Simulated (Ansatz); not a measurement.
# Si: the cost of one run

Computed with Ansatz 0.2.0 (DFT PBE, scalar-relativistic, plane waves, PAW, unless a step's input says otherwise).

## 1. The structure to begin with

Symmetry: C2/m, No. 12, monoclinic system. Conventional cell: a = 13.829 Å, b = 3.846 Å, c = 6.333 Å, α = 90.00°, β = 96.77°, γ = 90.00°. Around Si (site symmetry m) lie 4 Si at 2.34 to 2.38 Å. Around Si (site symmetry m) lie 4 Si at 2.38 to 2.41 Å. Si (site symmetry m) has 4 Si at 2.32 to 2.34 Å as nearest neighbours. Si (site symmetry m) has 4 Si at 2.32 to 2.41 Å as nearest neighbours.

Coordinates:

```xyz
8
Lattice="0.0000 3.8459 0.0000 -0.7469 0.0000 6.2888 6.9143 -1.9230 0.0000" Properties=species:S:1:pos:R:3 pbc="T T T"
Si    0.1152    0.0000    5.4962
Si    6.0522    1.9230    0.7926
Si    0.3279    1.9230    4.1091
Si    5.8395    0.0000    2.1797
Si    2.8991    0.0000    0.3604
Si    3.2683    1.9230    5.9284
Si    2.7032    1.9230    3.6826
Si    3.4642    0.0000    2.6062
```

The structure comes from the Materials Project (structure only).

## 2. The base run

Contents of input.yaml:

```yaml
crystal:
  lattice:
    - [0.0, 3.84593083, 0.0]
    - [-0.7468658507, 0.0, 6.2888139324]
    - [6.9142654484, -1.922965415, 0.0]
  atoms:
    - { symbol: Si, position: [0.05552936, 0.87396351, 0.11105872] }
    - { symbol: Si, position: [0.94447064, 0.12603649, 0.88894128] }
    - { symbol: Si, position: [0.55899935, 0.65339544, 0.1179987] }
    - { symbol: Si, position: [0.44100065, 0.34660456, 0.8820013] }
    - { symbol: Si, position: [0.21274266, 0.05730781, 0.42548532] }
    - { symbol: Si, position: [0.78725734, 0.94269219, 0.57451468] }
    - { symbol: Si, position: [0.72710933, 0.58557765, 0.45421866] }
    - { symbol: Si, position: [0.27289067, 0.41442235, 0.54578134] }
basis:
  ecutwfc: 500
  fft_grid_basis: typed
kpoints:
  mp_grid: { grid: [10, 6, 10] }
hamiltonian:
  xc: pbe
  pseudopotentials: { kind: paw }
scf:
  occupations: { method: gaussian, width: 0.05 }
output:
  forces: true
  stress: true
  eigenvalues: true
  bader: true
  write_density: true
  volumetric_format: npy
  elf: true
```

Launch:

```sh
ansatz run input.yaml --threads 2 --pin off --max-ram 4096MiB --backend cpu --events-out ev --progress --plain --runs-dir out
```

**Question.** How long does this run take on 2 threads of Arm Neoverse N1, shared host, and how much memory does it need?

About 2.6 min, with a peak of 0.88 GiB.
